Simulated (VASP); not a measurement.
# Settings for Cd: self-consistent run

Cd, R-3m (no. 166), 1 atom in the cell. RevPBE; PAW potentials Cd (PBE set). VASP 6.6.1.

Wanted: stress within 0.2 GPa.

What the run is for: stress; Accuracy asked: standard.

POSCAR:
```
Cd
1.0
    1.6080291515      0.9283960635      2.4737802841
   -1.6080291515      0.9283960635      2.4737802841
    0.0000000000     -1.8567921270      2.4737802841
Cd
1
Direct
    0.0000000000      0.0000000000      0.0000000000
```

The series start from Plane-wave cutoff (eV): 360; Smearing width (eV): 0.03; k-point mesh: 14 × 14 × 14; Precision mode (PREC): Accurate; Electronic threshold (eV): 1e-6; Bands in all (NBANDS): 15; Aspherical gradient terms in the spheres (LASPH): yes; Electronic algorithm: ALGO=Normal; Use of symmetry (ISYM): defaults; Density mixing: defaults. Each series keeps the choices made before it, and each single choice may use up half of a tolerance.

## Plane-wave cutoff (eV)

| Plane-wave cutoff (eV) | Stress, largest deviation (GPa) | SCF iterations | Time (s) |
|---|---|---|---|
| 220 | 49.73 | 11 | 12 |
| 280 | 1.24 | 11 | 23 |
| 320 | 0.20 | 11 | 23 |
| 360 | 1.00 | 11 | 27 |
| 410 | 0.79 | 11 | 28 |
| 480 | 0.05 | 11 | 36 |
| 580 | 0.07 | 11 | 38 |
| 720 (reference) | 0.00 | 11 | 86 |

Chosen: 480, the loosest value from which every tighter one stays within half of the tolerance.

## Smearing width (eV)

| Smearing width (eV) | Stress, largest deviation (GPa) | SCF iterations | Time (s) |
|---|---|---|---|
| 0.15 | 0.23 | 11 | 40 |
| 0.1 | 0.11 | 11 | 38 |
| 0.07 | 0.09 | 11 | 33 |
| 0.05 | 0.12 | 11 | 32 |
| 0.03 | 0.08 | 11 | 36 |
| 0.02 (reference) | 0.00 | 11 | 32 |

Chosen: 0.03.

## k-point mesh

| k-point mesh | Stress, largest deviation (GPa) | SCF iterations | Time (s) |
|---|---|---|---|
| 5 × 5 × 5 | 1.09 | 11 | 4.0 |
| 6 × 6 × 6 | 5.34 | 11 | 5.1 |
| 7 × 7 × 7 | 1.98 | 11 | 6.3 |
| 9 × 9 × 9 | 0.49 | 11 | 10 |
| 11 × 11 × 11 | 0.25 | 11 | 16 |
| 14 × 14 × 14 | 0.52 | 11 | 36 |
| 17 × 17 × 17 | 0.20 | 11 | 48 |
| 20 × 20 × 20 (reference) | 0.00 | 11 | 94 |

Chosen: 20 × 20 × 20; the next looser run is off by more than half of the tolerance, so convergence isn't shown beyond this value.

## Precision mode (PREC)

| Precision mode (PREC) | Stress, largest deviation (GPa) | SCF iterations | Time (s) |
|---|---|---|---|
| Low | 0.10 | 11 | 74 |
| SingleN | 0.10 | 11 | 75 |
| Normal | 0.01 | 11 | 74 |
| Accurate (reference) | 0.00 | 11 | 94 |

Chosen: Low.

## Electronic threshold (eV)

| Electronic threshold (eV) | Stress, largest deviation (GPa) | SCF iterations | Time (s) |
|---|---|---|---|
| 0.001 | 2.70 | 7 | 48 |
| 0.0001 | 0.03 | 9 | 60 |
| 1e-5 | 0.01 | 10 | 64 |
| 1e-6 | 0.01 | 11 | 74 |
| 1e-7 | 0.01 | 11 | 71 |
| 1e-8 (reference) | 0.00 | 14 | 83 |

Chosen: 0.0001.

## Bands in all (NBANDS)

| Bands in all (NBANDS) | Stress, largest deviation (GPa) | SCF iterations | Time (s) |
|---|---|---|---|
| 7 | 0.14 | 9 | 24 |
| 8 | 0.14 | 9 | 29 |
| 10 | 0.14 | 9 | 34 |
| 12 | 0.10 | 9 | 42 |
| 15 | 0.04 | 9 | 60 |
| 24 (reference) | 0.00 | 9 | 90 |

Chosen: 12.

## Aspherical gradient terms in the spheres (LASPH)

| Aspherical gradient terms in the spheres (LASPH) | Stress, largest deviation (GPa) | SCF iterations | Time (s) |
|---|---|---|---|
| yes | 0.00 | 9 | 42 |
| no | 0.00 | 9 | 44 |

Chosen: yes; no other choice that stays within half of the tolerance saves 30 % of the time.

## Electronic algorithm

| Electronic algorithm | Stress, largest deviation (GPa) | SCF iterations | Time (s) |
|---|---|---|---|
| ALGO=Normal | 0.00 | 9 | 42 |
| ALGO=Fast | 0.61 | 9 | 44 |
| ALGO=VeryFast | 0.50 | 16 | 65 |
| ALGO=All ISEARCH=1 | 0.04 | 10 | 46 |
| ALGO=All ISEARCH=0 | 0.04 | 10 | 46 |
| ALGO=Damped TIME=0.4 | 0.95 | 13 | 59 |
| ALGO=Damped TIME=0.1 | 2.02 | 17 | 71 |

Chosen: ALGO=Normal.

## Use of symmetry (ISYM)

| Use of symmetry (ISYM) | Stress, largest deviation (GPa) | SCF iterations | Time (s) |
|---|---|---|---|
| defaults | 0.00 | 9 | 42 |
| ISYM=1 | 0.00 | 9 | 44 |
| ISYM=0 | 0.00 | 9 | 218 |
| ISYM=-1 | 0.00 | 9 | 435 |

Chosen: defaults.

## Density mixing

| Density mixing | Stress, largest deviation (GPa) | SCF iterations | Time (s) |
|---|---|---|---|
| defaults | 0.00 | 9 | 42 |
| INIMIX=0 | 0.09 | 9 | 43 |
| AMIX=0.1 | 0.07 | 10 | 49 |
| AMIX=0.6 | 0.08 | 9 | 43 |
| MIXPRE=2 | 0.06 | 9 | 44 |
| AMIX=0.8 | 0.11 | 9 | 43 |
| AMIX=0.4 AMIN=0.6 IMIX=2 | 1.70 | 16 | 79 |

Chosen: defaults.

## All choices together

| Input | Stress, largest deviation (GPa) | Time (s) |
|---|---|---|
| the program's defaults (naive) | 2.43 | 1.0 |
| chosen settings | 0.07 | 42 |
| reference settings throughout | 0.00 | 413 |

The chosen settings stay within the tolerance of the reference run, but the reference itself isn't shown to be converged in: k-point mesh.

Values of the reference run: Stress: 3.476, 0, 0, 0, 3.476, 0, 0, 0, 3.647 GPa.

## The input

INCAR:
```
  GGA = RE
  ISMEAR = -1
  SIGMA = 0.03
  LWAVE = False
  LCHARG = False
  ISIF = 2
  PREC = Low
  LASPH = True
  LREAL = False
  ALGO = Normal
  EDIFF = 1E-4
  NELM = 120
  GGA_COMPAT = False
  ENCUT = 480
  NBANDS = 12
```

KPOINTS:
```
Automatic mesh
0
Gamma
  20 20 20
  0 0 0
```

Commands:
```
cat potpaw_PBE.64/Cd/POTCAR > POTCAR
mpirun -np 1 vasp_std > vasp.out
```

The chosen input took VASP 6.6.1 42 s on 1 core (Intel Xeon Platinum 8124M @ 3.00GHz (Skylake/Cascade Lake)), a shared host.

## An input that fails: mixing far too strong

VASP's message: ERROR FEXCP: supplied Exchange-correletion table is too small, maximal index : 4879.

Changes against the starting input:
```
- NELM = 120
+ NELM = 71
+ IMIX = 1
+ AMIX = 2.0
+ BMIX = 0.0001
```
